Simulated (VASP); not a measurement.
Input of a VASP 6.6.1 run:

The input POSCAR:

```
MoS2
1.0
    3.1224823075     -0.0000000000      0.0000000000
   -1.5612411538      2.7041489968      0.0000000000
    0.0000000000      0.0000000000     39.6162960000
  S               Mo
     8     4
Direct
     0.3333333300000021    0.6666666699999979    0.2314260769855198
     0.3333333300000021    0.6666666699999979    0.3098693616360514
     0.6666666699999979    0.3333333300000021    0.3841960851568929
     0.6666666699999979    0.3333333300000021    0.4627121231159200
     0.3333333300000021    0.6666666699999979    0.5372878768840800
     0.3333333300000021    0.6666666699999979    0.6158039148431070
     0.6666666699999979    0.3333333300000021    0.6901306383639486
     0.6666666699999979    0.3333333300000021    0.7685739230144802
     0.6666666699999979    0.3333333300000021    0.2706090761414527
     0.3333333300000021    0.6666666699999979    0.4234544352803466
     0.6666666699999979    0.3333333300000021    0.5765455647196535
     0.3333333300000021    0.6666666699999979    0.7293909238585472
```

INCAR.step1

```
  ALGO = Normal
  EDIFF = 1E-8
  EDIFFG = -0.002
  ENCUT = 600
  GGA = CA
  IBRION = 2
  ISIF = 2
  ISMEAR = 0
  KPAR = 8
  LASPH = T
  LATTICE_CONSTRAINTS = .TRUE. .TRUE. .FALSE.
  LCHARG = F
  LREAL = F
  LWAVE = F
  NELM = 80
  NSW = 40
  PREC = Accurate
  SIGMA = 0.03
```

File INCAR.step2:

```
  ALGO = Normal
  EDIFF = 1E-8
  ENCUT = 600
  GGA = CA
  IBRION = 6
  ISIF = 2
  ISMEAR = 0
  KPAR = 8
  LASPH = T
  LATTICE_CONSTRAINTS = .TRUE. .TRUE. .FALSE.
  LCHARG = F
  LREAL = F
  LWAVE = F
  NELM = 80
  NFREE = 2
  NSW = 1
  POTIM = 0.015
  PREC = Accurate
  SIGMA = 0.03
```

File KPOINTS:

```
k-points
0
Gamma
  12 12 1
```

Potentials or basis: VASP PAW LDA potentials, release 64 (S, Mo_sv).

Launch:

```bash
$ cat potpaw_LDA.64/S/POTCAR potpaw_LDA.64/Mo_sv/POTCAR > POTCAR
$ cp INCAR.step1 INCAR
$ mpirun -np 8 vasp_std > vasp.out
$ cp CONTCAR POSCAR
$ cp INCAR.step2 INCAR
$ mpirun -np 8 vasp_std > vasp.out
```

Q: Predict the highest phonon frequency at Γ, LO-TO splitting left out.

A: 476 cm⁻¹.

Phonon frequencies in cm⁻¹ (negative: imaginary):
| q point | frequencies |
| --- | --- |
| (0.000, 0.000, 0.000) | 0 0 0 13 13 21 25 25 32 32 39 51 288 288 289 289 289 289 290 290 388 388 389 389 390 390 390 390 409 410 411 412 473 474 476 476 |
